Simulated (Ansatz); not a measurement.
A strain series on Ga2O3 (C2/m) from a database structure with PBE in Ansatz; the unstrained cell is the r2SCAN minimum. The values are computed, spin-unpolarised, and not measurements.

Input of the unstrained run:
```yaml
crystal:
  lattice:
    - [6.1274132876, -1.5195579568, -0.0026133737]
    - [6.1274132876, 1.5195579568, -0.0026133737]
    - [-1.3836386898, 0.0, 5.641083569]
  atoms:
    - { symbol: Ga, position: [0.341259205, 0.341259205, 0.6855528865] }
    - { symbol: Ga, position: [0.658740795, 0.658740795, 0.3144471135] }
    - { symbol: Ga, position: [0.9094930945, 0.9094930945, 0.2052289589] }
    - { symbol: Ga, position: [0.0905069055, 0.0905069055, 0.7947710411] }
    - { symbol: O, position: [0.5037036246, 0.5037036246, 0.7437495234] }
    - { symbol: O, position: [0.4962963754, 0.4962963754, 0.2562504766] }
    - { symbol: O, position: [0.826655851, 0.826655851, 0.4364660295] }
    - { symbol: O, position: [0.173344149, 0.173344149, 0.5635339705] }
    - { symbol: O, position: [0.1642075744, 0.1642075744, 0.1091301468] }
    - { symbol: O, position: [0.8357924256, 0.8357924256, 0.8908698532] }
kpoints:
  mp_grid: { grid: [8, 8, 4] }
  band_path:
    path:
      - [0.0, 0.0, 0.0]
      - [-0.266303588, 0.266303588, 0.0]
      - [-0.733696412, -0.266303588, 0.0]
      - [-0.5, -0.5, 0.0]
      - [-0.5, -0.5, 0.5]
      - [-0.7419050365, -0.2580949635, 0.5]
      - [-0.2580949635, 0.2580949635, 0.5]
      - [0.0, 0.0, 0.5]
      - [-0.5, 0.0, 0.5]
      - [0.447917, -0.458333, -0.5]
    npoints: 1
hamiltonian:
  xc: pbe
scf:
  occupations: { method: fermi_dirac, width: 0.02 }
  n_extra_bands: 6
output:
  forces: true
  stress: true
  eigenvalues: true
```

Its main results, and the levels near the gap at the points of the path (eV from the Fermi energy, bands numbered from 0, names kept under strain):
```
Crystal: 10 atoms, lattice volume = 105.037 Å³
Basis set: ecut = 420 eV, 2041 PW (Γ), FFT grids on a1−a2, a2, a3
Symmetry: 4 space group operations
Space group: C2/m (ITA 12)
k-points: 78 of 256
Free energy (F): -18540.006034 eV
Fermi energy:    9.356956 eV
--- Forces (eV/Å), atoms counted from 1 ---
  atom   1  Ga      0.02898      0.00000      0.00182
  atom   2  Ga    -0.02898      0.00000    -0.00182
  atom   3  Ga    -0.01133      0.00000    -0.00855
  atom   4  Ga      0.01133      0.00000      0.00855
  atom   5  O     -0.07094      0.00000    -0.06131
  atom   6  O       0.07094      0.00000      0.06131
  atom   7  O     -0.00857      0.00000      0.05319
  atom   8  O       0.00857      0.00000    -0.05319
  atom   9  O       0.21020      0.00000      0.03215
  atom  10  O     -0.21020      0.00000    -0.03215
--- Stress (GPa, compression-positive) ---
        8.020386       0.000000       0.212097
        0.000000       8.836872       0.000000
        0.212094       0.000000       7.980891
  P = ⅓ Tr σ = 8.2794 GPa (82.794 kbar)
```
```tsv
point	band_41	band_42	band_43	band_44	band_45	band_46
Γ	-1.688	-1.493	-1.230	1.164	4.480	5.533
C	-1.967	-1.691	-1.323	4.555	5.230	5.731
C₂	-1.967	-1.691	-1.323	4.555	5.230	5.731
Y₂	-1.878	-1.629	-1.361	3.326	3.574	4.660
M₂	-1.820	-1.802	-1.218	3.958	4.095	4.996
D	-2.085	-2.069	-1.836	5.693	5.771	6.433
D₂	-2.085	-2.069	-1.836	5.693	5.771	6.433
A	-1.852	-1.706	-1.511	3.535	3.679	5.510
L₂	-2.251	-1.939	-1.856	5.666	5.709	6.617
(0.448,-0.458,-1/2)	-1.813	-1.736	-1.203	4.214	4.315	5.182
```

Another run changes these blocks:
```yaml
crystal:
  lattice:
    - [5.943590889, -1.4739712181, -0.002669634]
    - [5.943590889, 1.4739712181, -0.002669634]
    - [-1.3421295291, 0.0, 5.7625237931]
  atoms:
    - { symbol: Ga, position: [0.3422886102, 0.3422886102, 0.6805108439] }
    - { symbol: Ga, position: [0.6577113898, 0.6577113898, 0.3194891561] }
    - { symbol: Ga, position: [0.9013931246, 0.9013931246, 0.1930551927] }
    - { symbol: Ga, position: [0.0986068754, 0.0986068754, 0.8069448073] }
    - { symbol: O, position: [0.5066318416, 0.5066318416, 0.7533351748] }
    - { symbol: O, position: [0.4933681584, 0.4933681584, 0.2466648252] }
    - { symbol: O, position: [0.8293402453, 0.8293402453, 0.4407122432] }
    - { symbol: O, position: [0.1706597547, 0.1706597547, 0.5592877568] }
    - { symbol: O, position: [0.1722672795, 0.1722672795, 0.1148276738] }
    - { symbol: O, position: [0.8277327205, 0.8277327205, 0.8851723262] }
kpoints:
  mp_grid: { grid: [8, 8, 4] }
  band_path:
    path:
      - [0.0, 0.0, 0.0]
      - [-0.266303588, 0.266303588, 0.0]
      - [-0.733696412, -0.266303588, 0.0]
      - [-0.5, -0.5, 0.0]
      - [-0.5, -0.5, 0.5]
      - [-0.7419050365, -0.2580949635, 0.5]
      - [-0.2580949635, 0.2580949635, 0.5]
      - [0.0, 0.0, 0.5]
      - [-0.5, 0.0, 0.5]
      - [0.4375, -0.4375, -0.5]
    npoints: 1
```

```
Crystal: 10 atoms, lattice volume = 100.957 Å³
Basis set: ecut = 420 eV, 1957 PW (Γ), FFT grids on a1−a2, a2, a3
Symmetry: 4 space group operations
Space group: C2/m (ITA 12)
k-points: 78 of 256
Free energy (F): -18539.630616 eV
Fermi energy:    9.994173 eV
--- Forces (eV/Å), atoms counted from 1 ---
  atom   1  Ga      0.03219      0.00000      0.01307
  atom   2  Ga    -0.03219      0.00000    -0.01307
  atom   3  Ga    -0.05639      0.00000    -0.05062
  atom   4  Ga      0.05639      0.00000      0.05062
  atom   5  O     -0.08643      0.00000    -0.06274
  atom   6  O       0.08643      0.00000      0.06274
  atom   7  O       0.02170      0.00000      0.04691
  atom   8  O     -0.02170      0.00000    -0.04691
  atom   9  O       0.22851      0.00000      0.02336
  atom  10  O     -0.22851      0.00000    -0.02336
--- Stress (GPa, compression-positive) ---
       15.546995       0.000000      -0.376033
        0.000000      21.659422       0.000000
       -0.376035       0.000000       8.770153
  P = ⅓ Tr σ = 15.3255 GPa (153.255 kbar)
```
```tsv
point	band_41	band_42	band_43	band_44	band_45	band_46
Γ	-1.756	-1.646	-1.404	1.291	4.366	5.936
C	-2.129	-1.769	-1.538	4.535	5.155	5.619
C₂	-2.129	-1.769	-1.538	4.535	5.155	5.619
Y₂	-1.841	-1.605	-1.603	3.450	3.653	5.177
M₂	-1.730	-1.727	-1.387	4.180	4.232	5.267
D	-2.335	-2.124	-1.959	5.809	5.819	6.650
D₂	-2.335	-2.124	-1.959	5.809	5.819	6.650
A	-1.845	-1.645	-1.618	3.678	3.842	5.855
L₂	-2.246	-2.060	-2.012	5.801	5.805	6.622
(0.438,-0.438,-1/2)	-1.897	-1.663	-1.318	4.516	4.620	5.568
```

Question: Which strain is this, and what did it do?

Answer: Epitaxial -3.0 % in the xy plane, free normal strain +2.15 %, atoms relaxed again. PBE: the gap goes from 2.367 to 2.609 eV (+0.242 eV); the edges go from (0.448, -0.458, -1/2) → Γ to (0.438, -0.438, -1/2) → Γ.

Another run changes these blocks:
```yaml
crystal:
  lattice:
    - [6.0048650218, -1.4891667977, -0.0026490296]
    - [6.0048650218, 1.4891667977, -0.0026490296]
    - [-1.355965916, 0.0, 5.7180483035]
  atoms:
    - { symbol: Ga, position: [0.3417386015, 0.3417386015, 0.6826479321] }
    - { symbol: Ga, position: [0.6582613985, 0.6582613985, 0.3173520679] }
    - { symbol: Ga, position: [0.9045818125, 0.9045818125, 0.1977351507] }
    - { symbol: Ga, position: [0.0954181875, 0.0954181875, 0.8022648493] }
    - { symbol: O, position: [0.5053703647, 0.5053703647, 0.7491760835] }
    - { symbol: O, position: [0.4946296353, 0.4946296353, 0.2508239165] }
    - { symbol: O, position: [0.8282723896, 0.8282723896, 0.4392898254] }
    - { symbol: O, position: [0.1717276104, 0.1717276104, 0.5607101746] }
    - { symbol: O, position: [0.1692214868, 0.1692214868, 0.112246793] }
    - { symbol: O, position: [0.8307785132, 0.8307785132, 0.887753207] }
kpoints:
  mp_grid: { grid: [8, 8, 4] }
  band_path:
    path:
      - [0.0, 0.0, 0.0]
      - [-0.266303588, 0.266303588, 0.0]
      - [-0.733696412, -0.266303588, 0.0]
      - [-0.5, -0.5, 0.0]
      - [-0.5, -0.5, 0.5]
      - [-0.7419050365, -0.2580949635, 0.5]
      - [-0.2580949635, 0.2580949635, 0.5]
      - [0.0, 0.0, 0.5]
      - [-0.5, 0.0, 0.5]
      - [0.4375, -0.442708, -0.5]
    npoints: 1
output:
  forces: true
  stress: true
  eigenvalues: true
  write_density: true
  write_potential: true
  elf: true
  volumetric_format: npy
```

```
Crystal: 10 atoms, lattice volume = 102.254 Å³
Basis set: ecut = 420 eV, 1969 PW (Γ), FFT grids on a1−a2, a2, a3
Symmetry: 4 space group operations
Space group: C2/m (ITA 12)
k-points: 78 of 256
Free energy (F): -18539.791791 eV
Fermi energy:    9.796767 eV
--- Forces (eV/Å), atoms counted from 1 ---
  atom   1  Ga      0.02958      0.00000      0.00910
  atom   2  Ga    -0.02958      0.00000    -0.00910
  atom   3  Ga    -0.03919      0.00000    -0.03787
  atom   4  Ga      0.03919      0.00000      0.03787
  atom   5  O     -0.08002      0.00000    -0.06490
  atom   6  O       0.08002      0.00000      0.06490
  atom   7  O       0.01084      0.00000      0.05101
  atom   8  O     -0.01084      0.00000    -0.05101
  atom   9  O       0.22315      0.00000      0.02549
  atom  10  O     -0.22315      0.00000    -0.02549
--- Stress (GPa, compression-positive) ---
       13.427925       0.000000      -0.105747
        0.000000      17.444046       0.000000
       -0.105750       0.000000       8.514145
  P = ⅓ Tr σ = 13.1287 GPa (131.287 kbar)
```
```tsv
point	band_41	band_42	band_43	band_44	band_45	band_46
Γ	-1.751	-1.590	-1.367	1.258	4.417	5.810
C	-2.115	-1.752	-1.486	4.551	5.174	5.689
C₂	-2.115	-1.752	-1.486	4.551	5.174	5.689
Y₂	-1.866	-1.615	-1.542	3.412	3.633	4.990
M₂	-1.778	-1.776	-1.328	4.135	4.178	5.184
D	-2.258	-2.134	-1.929	5.783	5.816	6.598
D₂	-2.258	-2.134	-1.929	5.783	5.816	6.598
A	-1.861	-1.662	-1.600	3.688	3.754	5.747
L₂	-2.291	-2.034	-1.971	5.766	5.786	6.628
(0.438,-0.443,-1/2)	-1.882	-1.713	-1.285	4.494	4.514	5.470
```

Question: Which strain is this, and what did it do?

Answer: Epitaxial -2.0 % in the xy plane, free normal strain +1.36 %, atoms relaxed again. PBE: the gap goes from 2.367 to 2.543 eV (+0.176 eV); the edges go from (0.448, -0.458, -1/2) → Γ to (0.438, -0.443, -1/2) → Γ.

Epitaxial -1.0 % in the xy plane, free normal strain +0.65 %. The input changes in these blocks:
```yaml
crystal:
  lattice:
    - [6.0661391547, -1.5043623772, -0.0026304686]
    - [6.0661391547, 1.5043623772, -0.0026304686]
    - [-1.3698023029, 0.0, 5.6779835522]
  atoms:
    - { symbol: Ga, position: [0.3414236716, 0.3414236716, 0.6843122148] }
    - { symbol: Ga, position: [0.6585763284, 0.6585763284, 0.3156877852] }
    - { symbol: Ga, position: [0.9072289688, 0.9072289688, 0.2017713127] }
    - { symbol: Ga, position: [0.0927710312, 0.0927710312, 0.7982286873] }
    - { symbol: O, position: [0.5044158742, 0.5044158742, 0.746128426] }
    - { symbol: O, position: [0.4955841258, 0.4955841258, 0.253871574] }
    - { symbol: O, position: [0.8274178591, 0.8274178591, 0.4379403488] }
    - { symbol: O, position: [0.1725821409, 0.1725821409, 0.5620596512] }
    - { symbol: O, position: [0.1665664389, 0.1665664389, 0.1104191579] }
    - { symbol: O, position: [0.8334335611, 0.8334335611, 0.8895808421] }
kpoints:
  mp_grid: { grid: [8, 8, 4] }
  band_path:
    path:
      - [0.0, 0.0, 0.0]
      - [-0.266303588, 0.266303588, 0.0]
      - [-0.733696412, -0.266303588, 0.0]
      - [-0.5, -0.5, 0.0]
      - [-0.5, -0.5, 0.5]
      - [-0.7419050365, -0.2580949635, 0.5]
      - [-0.2580949635, 0.2580949635, 0.5]
      - [0.0, 0.0, 0.5]
      - [-0.5, 0.0, 0.5]
      - [0.442708, -0.447917, -0.5]
    npoints: 1
```

```
Crystal: 10 atoms, lattice volume = 103.620 Å³
Basis set: ecut = 420 eV, 2009 PW (Γ), FFT grids on a1−a2, a2, a3
Symmetry: 4 space group operations
Space group: C2/m (ITA 12)
k-points: 78 of 256
Free energy (F): -18539.918525 eV
Fermi energy:    9.580995 eV
--- Forces (eV/Å), atoms counted from 1 ---
  atom   1  Ga      0.02772      0.00000      0.00451
  atom   2  Ga    -0.02772      0.00000    -0.00451
  atom   3  Ga    -0.02129      0.00000    -0.02489
  atom   4  Ga      0.02129      0.00000      0.02489
  atom   5  O     -0.07162      0.00000    -0.06484
  atom   6  O       0.07162      0.00000      0.06484
  atom   7  O     -0.00220      0.00000      0.05025
  atom   8  O       0.00220      0.00000    -0.05025
  atom   9  O       0.21894      0.00000      0.02466
  atom  10  O     -0.21894      0.00000    -0.02466
--- Stress (GPa, compression-positive) ---
       10.837111       0.000000       0.073359
        0.000000      13.128872       0.000000
        0.073356       0.000000       8.241198
  P = ⅓ Tr σ = 10.7357 GPa (107.357 kbar)
```
```tsv
point	band_41	band_42	band_43	band_44	band_45	band_46
Γ	-1.726	-1.537	-1.306	1.216	4.455	5.676
C	-2.064	-1.725	-1.410	4.558	5.202	5.731
C₂	-2.064	-1.725	-1.410	4.558	5.202	5.731
Y₂	-1.876	-1.624	-1.456	3.373	3.607	4.822
M₂	-1.804	-1.801	-1.271	4.046	4.152	5.093
D	-2.172	-2.109	-1.887	5.746	5.801	6.524
D₂	-2.172	-2.109	-1.887	5.746	5.801	6.524
A	-1.861	-1.689	-1.555	3.651	3.689	5.634
L₂	-2.309	-1.990	-1.918	5.722	5.758	6.626
(0.443,-0.448,-1/2)	-1.847	-1.737	-1.245	4.378	4.431	5.339
```

PBE: the gap goes from 2.367 to 2.461 eV (+0.094 eV); the edges go from (0.448, -0.458, -1/2) → Γ to (0.443, -0.448, -1/2) → Γ.

Epitaxial +1.0 % in the xy plane, free normal strain -0.60 %. The input changes in these blocks:
```yaml
crystal:
  lattice:
    - [6.1886874205, -1.5347535364, -0.0025976695]
    - [6.1886874205, 1.5347535364, -0.0025976695]
    - [-1.3974750767, 0.0, 5.6071851958]
  atoms:
    - { symbol: Ga, position: [0.3412644604, 0.3412644604, 0.6863744794] }
    - { symbol: Ga, position: [0.6587355396, 0.6587355396, 0.3136255206] }
    - { symbol: Ga, position: [0.9113707767, 0.9113707767, 0.2081035815] }
    - { symbol: Ga, position: [0.0886292233, 0.0886292233, 0.7918964185] }
    - { symbol: O, position: [0.5032413102, 0.5032413102, 0.7421078424] }
    - { symbol: O, position: [0.4967586898, 0.4967586898, 0.2578921576] }
    - { symbol: O, position: [0.8260321709, 0.8260321709, 0.4350249316] }
    - { symbol: O, position: [0.1739678291, 0.1739678291, 0.5649750684] }
    - { symbol: O, position: [0.1621332613, 0.1621332613, 0.1084268108] }
    - { symbol: O, position: [0.8378667387, 0.8378667387, 0.8915731892] }
kpoints:
  mp_grid: { grid: [8, 8, 4] }
  band_path:
    path:
      - [0.0, 0.0, 0.0]
      - [-0.266303588, 0.266303588, 0.0]
      - [-0.733696412, -0.266303588, 0.0]
      - [-0.5, -0.5, 0.0]
      - [-0.5, -0.5, 0.5]
      - [-0.7419050365, -0.2580949635, 0.5]
      - [-0.2580949635, 0.2580949635, 0.5]
      - [0.0, 0.0, 0.5]
      - [-0.5, 0.0, 0.5]
      - [-0.057292, 0.057292, 0.0]
    npoints: 1
output:
  forces: true
  stress: true
  eigenvalues: true
  write_density: true
  write_potential: true
  elf: true
  volumetric_format: npy
```

```
Crystal: 10 atoms, lattice volume = 106.504 Å³
Basis set: ecut = 420 eV, 2067 PW (Γ), FFT grids on a1−a2, a2, a3
Symmetry: 4 space group operations
Space group: C2/m (ITA 12)
k-points: 78 of 256
Free energy (F): -18540.052122 eV
Fermi energy:    9.132250 eV
--- Forces (eV/Å), atoms counted from 1 ---
  atom   1  Ga      0.02769      0.00000    -0.00017
  atom   2  Ga    -0.02769      0.00000      0.00017
  atom   3  Ga    -0.00409      0.00000      0.00484
  atom   4  Ga      0.00409      0.00000    -0.00484
  atom   5  O     -0.07000      0.00000    -0.05860
  atom   6  O       0.07000      0.00000      0.05860
  atom   7  O     -0.01544      0.00000      0.05137
  atom   8  O       0.01544      0.00000    -0.05137
  atom   9  O       0.19979      0.00000      0.03780
  atom  10  O     -0.19979      0.00000    -0.03780
--- Stress (GPa, compression-positive) ---
        5.087453       0.000000       0.289120
        0.000000       4.600850       0.000000
        0.289117       0.000000       7.715282
  P = ⅓ Tr σ = 5.8012 GPa (58.012 kbar)
```
```tsv
point	band_41	band_42	band_43	band_44	band_45	band_46
Γ	-1.647	-1.459	-1.150	1.096	4.482	5.363
C	-1.874	-1.656	-1.233	4.538	5.247	5.670
C₂	-1.874	-1.656	-1.233	4.538	5.247	5.670
Y₂	-1.877	-1.637	-1.265	3.262	3.524	4.496
M₂	-1.827	-1.768	-1.173	3.864	4.003	4.887
D	-2.028	-2.006	-1.785	5.619	5.720	6.324
D₂	-2.028	-2.006	-1.785	5.619	5.720	6.324
A	-1.790	-1.719	-1.473	3.404	3.651	5.370
L₂	-2.180	-1.890	-1.794	5.594	5.637	6.595
(-0.057,0.057,0)	-1.686	-1.533	-1.148	1.803	4.739	5.582
```

PBE: the gap goes from 2.367 to 2.245 eV (-0.122 eV); the edges go from (0.448, -0.458, -1/2) → Γ to Γ–C (0.22) → Γ.
